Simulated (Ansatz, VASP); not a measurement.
# La in VASP and in Ansatz

The input INCAR:

```
PREC = Accurate
ENCUT = 520
EDIFF = 1E-7
ISMEAR = -1
SIGMA = 0.1
LREAL = F
LASPH = T
NELM = 60
ALGO = Normal
ISIF = 2
LWAVE = F
LCHARG = F
GGA = PS
NBANDS = 24
```

The input KPOINTS:

```
regular mesh
0
Gamma
  7 7 10
```

File POSCAR:

```
La
1.0
    5.7277828672      0.0000000000      0.0000000000
   -2.8638914336      4.9604054704      0.0000000000
    0.0000000000      0.0000000000      3.4707460023
La
3
Direct
    0.0000000000      0.0000000000      0.0000000000
    0.3333333333      0.6666666667      0.5000000000
    0.6666666667      0.3333333333      0.5000000000
```

Input for Ansatz:

```yaml
crystal:
  lattice:
    - [5.7277828672, 0.0, 0.0]
    - [-2.8638914336, 4.9604054704, 0.0]
    - [0.0, 0.0, 3.4707460023]
  atoms:
    - { symbol: La, position: [0.0, 0.0, 0.0] }
    - { symbol: La, position: [0.3333333333, 0.6666666667, 0.5] }
    - { symbol: La, position: [0.6666666667, 0.3333333333, 0.5] }
hamiltonian:
  xc: pbesol
  pseudopotentials:
    kind: paw
    azcp:
      La: "pseudopotentials/La.paw.azcp"
basis:
  ecutwfc: 420
  fft_grid_basis: typed
kpoints:
  mp_grid: { grid: [7, 7, 10], shift: [0, 0, 0] }
magnetization:
  spin_polarized: false
scf:
  occupations: { method: fermi_dirac, width: 0.1 }
  lower_state_search: "off"
output:
  stress: true
  write_density: true
  write_potential: true
  elf: true
  volumetric_format: npy
```

Alike in both runs: task single point; functional PBEsol; k mesh 7 × 7 × 10; occupations fermi-dirac, width 0.1 eV; no spin polarisation.

|  | VASP | Ansatz |
| --- | --- | --- |
| version | VASP 6.6.1 | Ansatz 0.2.0 |
| potentials or method | VASP PAW PBE potentials, release 64 (La) | plane waves (420 eV) with PAW, scalar-relativistic |
| plane-wave cutoff (eV) | 520 | 420 |
| valence electrons in the cell | 33 | 33 |

Ansatz gave:

- pressure (GPa): 1.2
- largest component of the traceless stress (GPa): 0.07

Q: What did VASP give for the same quantities?

A: Pressure (GPa): 1.3; largest component of the traceless stress (GPa): 0.06.

Ansatz warned: «pseudo_functional_mismatch».

Caveats: the PAW data sets were made with another functional, which shifts forces and pressure a little (VASP). Spin-orbit coupling is left out, which matters for the levels of La.
